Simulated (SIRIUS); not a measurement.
# ZnS (Wurtzite-2H) (P6_3mc) in SIRIUS: reference runs, part 2 of 5

SIRIUS 7.12.0.

## 3. Equation of state, PBEsol, 18.43 Å³/atom (volume scaled by 0.94)

Input file sirius.json:

```json
{
  "control": {
    "processing_unit": "cpu",
    "std_evp_solver_name": "lapack",
    "gen_evp_solver_name": "lapack",
    "verbosity": 2,
    "print_forces": false,
    "ortho_rf": true,
    "use_second_variation": true,
    "rmt_max": 3.0,
    "num_bands_to_print": 24,
    "save_wf": true
  },
  "parameters": {
    "electronic_structure_method": "full_potential_lapwlo",
    "xc_functionals": ["XC_GGA_X_PBE_SOL", "XC_GGA_C_PBE_SOL"],
    "core_relativity": "dirac",
    "valence_relativity": "iora",
    "num_fv_states": 43,
    "smearing": "fermi_dirac",
    "smearing_width": 0.0018374661,
    "pw_cutoff": 20,
    "gk_cutoff": 3.91,
    "lmax_apw": 10,
    "lmax_rho": 8,
    "lmax_pot": 8,
    "num_mag_dims": 0,
    "auto_rmt": 0,
    "ngridk": [8, 8, 5],
    "shiftk": [0, 0, 0],
    "num_dft_iter": 80,
    "energy_tol": 1e-07,
    "density_tol": 1e-05,
    "use_symmetry": true
  },
  "settings": {"tol_ne": 1e-10},
  "iterative_solver": {"type": "exact"},
  "mixer": {"type": "anderson", "beta": 0.5, "max_history": 8},
  "unit_cell": {
    "lattice_vectors": [[7.0547305957, 0.0, 0.0], [-3.5273652979, 6.1095759127, 0.0], [0.0, 0.0, 11.5400657396]],
    "atom_types": ["S", "Zn"],
    "atom_files": {"S": "S.json", "Zn": "Zn.json"},
    "atoms": {
      "S": [[0.6666666667, 0.3333333333, 0.885], [0.3333333333, 0.6666666667, 0.385]],
      "Zn": [[0.6666666667, 0.3333333333, 0.5], [0.3333333333, 0.6666666667, 0.0]]
    }
  }
}
```

Input file S.json:

```json
{
  "name": "sulphur",
  "symbol": "S",
  "number": 16,
  "mass": 32.065,
  "rmin": 1e-06,
  "rmt": 2.06,
  "nrmt": 800,
  "rinf": 13.52,
  "core": "1s",
  "valence": [
    {"basis": [{"enu": -0.04, "dme": 0, "n": 0, "auto": 0}, {"enu": -0.04, "dme": 1, "n": 0, "auto": 0}]},
    {"l": 0, "n": 1, "basis": [{"enu": -0.0766, "dme": 0, "n": 0, "auto": 0}]},
    {"l": 1, "n": 2, "basis": [{"enu": 0.06, "dme": 0, "n": 0, "auto": 0}]},
    {"l": 2, "n": 3, "basis": [{"enu": 0.06, "dme": 0, "n": 0, "auto": 0}]},
    {"l": 3, "n": 4, "basis": [{"enu": 0.06, "dme": 0, "n": 0, "auto": 0}]}
  ],
  "lo": [
    {
      "l": 0,
      "basis": [{"enu": -0.0766, "dme": 0, "n": 0, "auto": 0}, {"enu": -0.0766, "dme": 1, "n": 0, "auto": 0}]
    },
    {
      "l": 0,
      "basis": [{"enu": -0.0766, "dme": 1, "n": 0, "auto": 0}, {"enu": -0.0766, "dme": 2, "n": 0, "auto": 0}]
    },
    {
      "l": 0,
      "basis": [{"enu": -7.4163, "dme": 0, "n": 2, "auto": 1}, {"enu": -7.4163, "dme": 1, "n": 2, "auto": 1}]
    },
    {
      "l": 0,
      "basis": [{"enu": -0.0766, "dme": 0, "n": 0, "auto": 0}, {"enu": 2.7512, "dme": 0, "n": 0, "auto": 0}]
    },
    {"l": 1, "basis": [{"enu": 0.06, "dme": 0, "n": 0, "auto": 0}, {"enu": 0.06, "dme": 1, "n": 0, "auto": 0}]},
    {
      "l": 1,
      "basis": [{"enu": -5.4282, "dme": 0, "n": 2, "auto": 1}, {"enu": -5.4282, "dme": 1, "n": 2, "auto": 1}]
    },
    {
      "l": 1,
      "basis": [{"enu": -5.4282, "dme": 1, "n": 2, "auto": 1}, {"enu": 0.06, "dme": 0, "n": 0, "auto": 0}]
    },
    {"l": 1, "basis": [{"enu": 0.06, "dme": 0, "n": 0, "auto": 0}, {"enu": 4.3959, "dme": 0, "n": 0, "auto": 0}]},
    {"l": 2, "basis": [{"enu": 0.06, "dme": 0, "n": 0, "auto": 0}, {"enu": 0.06, "dme": 1, "n": 0, "auto": 0}]},
    {"l": 2, "basis": [{"enu": 0.06, "dme": 1, "n": 0, "auto": 0}, {"enu": 0.06, "dme": 2, "n": 0, "auto": 0}]},
    {"l": 2, "basis": [{"enu": 0.06, "dme": 0, "n": 0, "auto": 0}, {"enu": 3.7361, "dme": 0, "n": 0, "auto": 0}]},
    {"l": 3, "basis": [{"enu": 0.06, "dme": 0, "n": 0, "auto": 0}, {"enu": 0.06, "dme": 1, "n": 0, "auto": 0}]}
  ],
  "free_atom": [... radial grid and density of the free atom, the start of the SCF ...]
}
```

Input file Zn.json:

```json
{
  "name": "zinc",
  "symbol": "Zn",
  "number": 30,
  "mass": 65.38,
  "rmin": 1e-06,
  "rmt": 2.15,
  "nrmt": 800,
  "rinf": 14.28,
  "core": "1s2s2p",
  "valence": [
    {"basis": [{"enu": -0.04, "dme": 0, "n": 0, "auto": 0}, {"enu": -0.04, "dme": 1, "n": 0, "auto": 0}]},
    {"l": 0, "n": 1, "basis": [{"enu": 0.06, "dme": 0, "n": 0, "auto": 0}]},
    {"l": 1, "n": 2, "basis": [{"enu": 0.06, "dme": 0, "n": 0, "auto": 0}]},
    {"l": 2, "n": 3, "basis": [{"enu": 0.032, "dme": 0, "n": 0, "auto": 0}]},
    {"l": 3, "n": 4, "basis": [{"enu": 0.06, "dme": 0, "n": 0, "auto": 0}]}
  ],
  "lo": [
    {"l": 0, "basis": [{"enu": 0.06, "dme": 0, "n": 0, "auto": 0}, {"enu": 0.06, "dme": 1, "n": 0, "auto": 0}]},
    {
      "l": 0,
      "basis": [{"enu": -4.4269, "dme": 0, "n": 3, "auto": 1}, {"enu": -4.4269, "dme": 1, "n": 3, "auto": 1}]
    },
    {
      "l": 0,
      "basis": [{"enu": -4.4269, "dme": 1, "n": 3, "auto": 1}, {"enu": 0.06, "dme": 0, "n": 0, "auto": 0}]
    },
    {"l": 0, "basis": [{"enu": 0.06, "dme": 0, "n": 0, "auto": 0}, {"enu": 3.5213, "dme": 0, "n": 0, "auto": 0}]},
    {"l": 1, "basis": [{"enu": 0.06, "dme": 0, "n": 0, "auto": 0}, {"enu": 0.06, "dme": 1, "n": 0, "auto": 0}]},
    {
      "l": 1,
      "basis": [{"enu": -2.7679, "dme": 0, "n": 3, "auto": 1}, {"enu": -2.7679, "dme": 1, "n": 3, "auto": 1}]
    },
    {
      "l": 1,
      "basis": [{"enu": -2.7679, "dme": 1, "n": 3, "auto": 1}, {"enu": 0.06, "dme": 0, "n": 0, "auto": 0}]
    },
    {"l": 1, "basis": [{"enu": 0.06, "dme": 0, "n": 0, "auto": 0}, {"enu": 4.0405, "dme": 0, "n": 0, "auto": 0}]},
    {"l": 2, "basis": [{"enu": 0.032, "dme": 0, "n": 0, "auto": 0}, {"enu": 0.032, "dme": 1, "n": 0, "auto": 0}]},
    {"l": 2, "basis": [{"enu": 0.032, "dme": 1, "n": 0, "auto": 0}, {"enu": 0.032, "dme": 2, "n": 0, "auto": 0}]},
    {
      "l": 2,
      "basis": [{"enu": 0.032, "dme": 0, "n": 0, "auto": 0}, {"enu": 3.4067, "dme": 0, "n": 0, "auto": 0}]
    },
    {"l": 3, "basis": [{"enu": 0.06, "dme": 0, "n": 0, "auto": 0}, {"enu": 0.06, "dme": 1, "n": 0, "auto": 0}]},
    {"l": 3, "basis": [{"enu": 0.06, "dme": 0, "n": 0, "auto": 0}, {"enu": 3.8242, "dme": 0, "n": 0, "auto": 0}]}
  ],
  "free_atom": [... radial grid and density of the free atom, the start of the SCF ...]
}
```

Input file sirius_start.json:

```json
{
  "control": {
    "processing_unit": "cpu",
    "std_evp_solver_name": "lapack",
    "gen_evp_solver_name": "lapack",
    "verbosity": 1,
    "print_forces": false,
    "ortho_rf": true,
    "use_second_variation": true,
    "rmt_max": 3.0,
    "num_bands_to_print": 24,
    "save_wf": false
  },
  "parameters": {
    "electronic_structure_method": "full_potential_lapwlo",
    "xc_functionals": ["XC_LDA_X", "XC_LDA_C_PW"],
    "core_relativity": "dirac",
    "valence_relativity": "iora",
    "num_fv_states": 43,
    "smearing": "fermi_dirac",
    "smearing_width": 0.0055123983,
    "pw_cutoff": 20,
    "gk_cutoff": 3.13,
    "lmax_apw": 10,
    "lmax_rho": 8,
    "lmax_pot": 8,
    "num_mag_dims": 0,
    "auto_rmt": 0,
    "ngridk": [3, 3, 2],
    "shiftk": [0, 0, 0],
    "num_dft_iter": 30,
    "energy_tol": 0.01,
    "density_tol": 0.05,
    "use_symmetry": true
  },
  "settings": {"tol_ne": 1e-10},
  "iterative_solver": {"type": "exact"},
  "mixer": {"type": "anderson", "beta": 0.5, "max_history": 8},
  "unit_cell": {
    "lattice_vectors": [[7.0547305957, 0.0, 0.0], [-3.5273652979, 6.1095759127, 0.0], [0.0, 0.0, 11.5400657396]],
    "atom_types": ["S", "Zn"],
    "atom_files": {"S": "S.json", "Zn": "Zn.json"},
    "atoms": {
      "S": [[0.6666666667, 0.3333333333, 0.885], [0.3333333333, 0.6666666667, 0.385]],
      "Zn": [[0.6666666667, 0.3333333333, 0.5], [0.3333333333, 0.6666666667, 0.0]]
    }
  }
}
```

Potentials or basis: all-electron FP-LAPW, apw+lo standard.

Started as:

```
$ OMP_NUM_THREADS=1 sirius.scf --input=sirius_start.json --output=start.json
$ OMP_NUM_THREADS=1 sirius.scf --input=sirius.json --output=output.json --task=1
```

It took 2.7 min on 1 thread of Arm Neoverse V2, shared host; peak memory 0.71 GiB.

It converged, with:

```
Free energy                                       : -119367.5839 eV
Band gap on the k mesh                            : 2.40 eV, direct
All electrons inside the program's atomic spheres : Zn 28.51; S 14.18 (radii S 2.06, Zn 2.15 bohr)
```

## 4. Equation of state, PBEsol, 18.82 Å³/atom (volume scaled by 0.96)

Changes to sirius.json since step 3:

```diff
@@ -39,3 +39,3 @@
   "unit_cell": {
-    "lattice_vectors": [[7.0547305957, 0.0, 0.0], [-3.5273652979, 6.1095759127, 0.0], [0.0, 0.0, 11.5400657396]],
+    "lattice_vectors": [[7.104413434, 0.0, 0.0], [-3.5522067171, 6.1526025128, 0.0], [0.0, 0.0, 11.6213364859]],
     "atom_types": ["S", "Zn"],
```

Input file S.json:

```json
{
  "name": "sulphur",
  "symbol": "S",
  "number": 16,
  "mass": 32.065,
  "rmin": 1e-06,
  "rmt": 2.06,
  "nrmt": 800,
  "rinf": 13.52,
  "core": "1s",
  "valence": [
    {"basis": [{"enu": -0.05, "dme": 0, "n": 0, "auto": 0}, {"enu": -0.05, "dme": 1, "n": 0, "auto": 0}]},
    {"l": 0, "n": 1, "basis": [{"enu": -0.0866, "dme": 0, "n": 0, "auto": 0}]},
    {"l": 1, "n": 2, "basis": [{"enu": 0.05, "dme": 0, "n": 0, "auto": 0}]},
    {"l": 2, "n": 3, "basis": [{"enu": 0.05, "dme": 0, "n": 0, "auto": 0}]},
    {"l": 3, "n": 4, "basis": [{"enu": 0.05, "dme": 0, "n": 0, "auto": 0}]}
  ],
  "lo": [
    {
      "l": 0,
      "basis": [{"enu": -0.0866, "dme": 0, "n": 0, "auto": 0}, {"enu": -0.0866, "dme": 1, "n": 0, "auto": 0}]
    },
    {
      "l": 0,
      "basis": [{"enu": -0.0866, "dme": 1, "n": 0, "auto": 0}, {"enu": -0.0866, "dme": 2, "n": 0, "auto": 0}]
    },
    {
      "l": 0,
      "basis": [{"enu": -7.4263, "dme": 0, "n": 2, "auto": 1}, {"enu": -7.4263, "dme": 1, "n": 2, "auto": 1}]
    },
    {
      "l": 0,
      "basis": [{"enu": -0.0866, "dme": 0, "n": 0, "auto": 0}, {"enu": 2.7412, "dme": 0, "n": 0, "auto": 0}]
    },
    {"l": 1, "basis": [{"enu": 0.05, "dme": 0, "n": 0, "auto": 0}, {"enu": 0.05, "dme": 1, "n": 0, "auto": 0}]},
    {
      "l": 1,
      "basis": [{"enu": -5.4382, "dme": 0, "n": 2, "auto": 1}, {"enu": -5.4382, "dme": 1, "n": 2, "auto": 1}]
    },
    {
      "l": 1,
      "basis": [{"enu": -5.4382, "dme": 1, "n": 2, "auto": 1}, {"enu": 0.05, "dme": 0, "n": 0, "auto": 0}]
    },
    {"l": 1, "basis": [{"enu": 0.05, "dme": 0, "n": 0, "auto": 0}, {"enu": 4.3859, "dme": 0, "n": 0, "auto": 0}]},
    {"l": 2, "basis": [{"enu": 0.05, "dme": 0, "n": 0, "auto": 0}, {"enu": 0.05, "dme": 1, "n": 0, "auto": 0}]},
    {"l": 2, "basis": [{"enu": 0.05, "dme": 1, "n": 0, "auto": 0}, {"enu": 0.05, "dme": 2, "n": 0, "auto": 0}]},
    {"l": 2, "basis": [{"enu": 0.05, "dme": 0, "n": 0, "auto": 0}, {"enu": 3.7261, "dme": 0, "n": 0, "auto": 0}]},
    {"l": 3, "basis": [{"enu": 0.05, "dme": 0, "n": 0, "auto": 0}, {"enu": 0.05, "dme": 1, "n": 0, "auto": 0}]}
  ],
  "free_atom": [... radial grid and density of the free atom, the start of the SCF ...]
}
```

Input file Zn.json:

```json
{
  "name": "zinc",
  "symbol": "Zn",
  "number": 30,
  "mass": 65.38,
  "rmin": 1e-06,
  "rmt": 2.15,
  "nrmt": 800,
  "rinf": 14.28,
  "core": "1s2s2p",
  "valence": [
    {"basis": [{"enu": -0.05, "dme": 0, "n": 0, "auto": 0}, {"enu": -0.05, "dme": 1, "n": 0, "auto": 0}]},
    {"l": 0, "n": 1, "basis": [{"enu": 0.05, "dme": 0, "n": 0, "auto": 0}]},
    {"l": 1, "n": 2, "basis": [{"enu": 0.05, "dme": 0, "n": 0, "auto": 0}]},
    {"l": 2, "n": 3, "basis": [{"enu": 0.0219, "dme": 0, "n": 0, "auto": 0}]},
    {"l": 3, "n": 4, "basis": [{"enu": 0.05, "dme": 0, "n": 0, "auto": 0}]}
  ],
  "lo": [
    {"l": 0, "basis": [{"enu": 0.05, "dme": 0, "n": 0, "auto": 0}, {"enu": 0.05, "dme": 1, "n": 0, "auto": 0}]},
    {
      "l": 0,
      "basis": [{"enu": -4.4369, "dme": 0, "n": 3, "auto": 1}, {"enu": -4.4369, "dme": 1, "n": 3, "auto": 1}]
    },
    {
      "l": 0,
      "basis": [{"enu": -4.4369, "dme": 1, "n": 3, "auto": 1}, {"enu": 0.05, "dme": 0, "n": 0, "auto": 0}]
    },
    {"l": 0, "basis": [{"enu": 0.05, "dme": 0, "n": 0, "auto": 0}, {"enu": 3.5113, "dme": 0, "n": 0, "auto": 0}]},
    {"l": 1, "basis": [{"enu": 0.05, "dme": 0, "n": 0, "auto": 0}, {"enu": 0.05, "dme": 1, "n": 0, "auto": 0}]},
    {
      "l": 1,
      "basis": [{"enu": -2.7779, "dme": 0, "n": 3, "auto": 1}, {"enu": -2.7779, "dme": 1, "n": 3, "auto": 1}]
    },
    {
      "l": 1,
      "basis": [{"enu": -2.7779, "dme": 1, "n": 3, "auto": 1}, {"enu": 0.05, "dme": 0, "n": 0, "auto": 0}]
    },
    {"l": 1, "basis": [{"enu": 0.05, "dme": 0, "n": 0, "auto": 0}, {"enu": 4.0305, "dme": 0, "n": 0, "auto": 0}]},
    {
      "l": 2,
      "basis": [{"enu": 0.0219, "dme": 0, "n": 0, "auto": 0}, {"enu": 0.0219, "dme": 1, "n": 0, "auto": 0}]
    },
    {
      "l": 2,
      "basis": [{"enu": 0.0219, "dme": 1, "n": 0, "auto": 0}, {"enu": 0.0219, "dme": 2, "n": 0, "auto": 0}]
    },
    {
      "l": 2,
      "basis": [{"enu": 0.0219, "dme": 0, "n": 0, "auto": 0}, {"enu": 3.3967, "dme": 0, "n": 0, "auto": 0}]
    },
    {"l": 3, "basis": [{"enu": 0.05, "dme": 0, "n": 0, "auto": 0}, {"enu": 0.05, "dme": 1, "n": 0, "auto": 0}]},
    {"l": 3, "basis": [{"enu": 0.05, "dme": 0, "n": 0, "auto": 0}, {"enu": 3.8142, "dme": 0, "n": 0, "auto": 0}]}
  ],
  "free_atom": [... radial grid and density of the free atom, the start of the SCF ...]
}
```

Changes to sirius_start.json since step 3:

```diff
@@ -39,3 +39,3 @@
   "unit_cell": {
-    "lattice_vectors": [[7.0547305957, 0.0, 0.0], [-3.5273652979, 6.1095759127, 0.0], [0.0, 0.0, 11.5400657396]],
+    "lattice_vectors": [[7.104413434, 0.0, 0.0], [-3.5522067171, 6.1526025128, 0.0], [0.0, 0.0, 11.6213364859]],
     "atom_types": ["S", "Zn"],
```

Started as:

```
$ OMP_NUM_THREADS=1 sirius.scf --input=sirius_start.json --output=start.json
$ OMP_NUM_THREADS=1 sirius.scf --input=sirius.json --output=output.json --task=1
```

Run time: 2.9 min. Hardware: 1 thread of Arm Neoverse V2, shared host; peak memory 0.72 GiB.

The run converged. Its results:

```yaml
Free_energy: -119367.6121 eV
Band_gap_on_the_k_mesh: 2.30 eV, direct
All_electrons_inside_the_program's_atomic_spheres: Zn 28.49; S 14.16 (radii S 2.06, Zn 2.15 bohr)
```

[end of part 2 of 5]
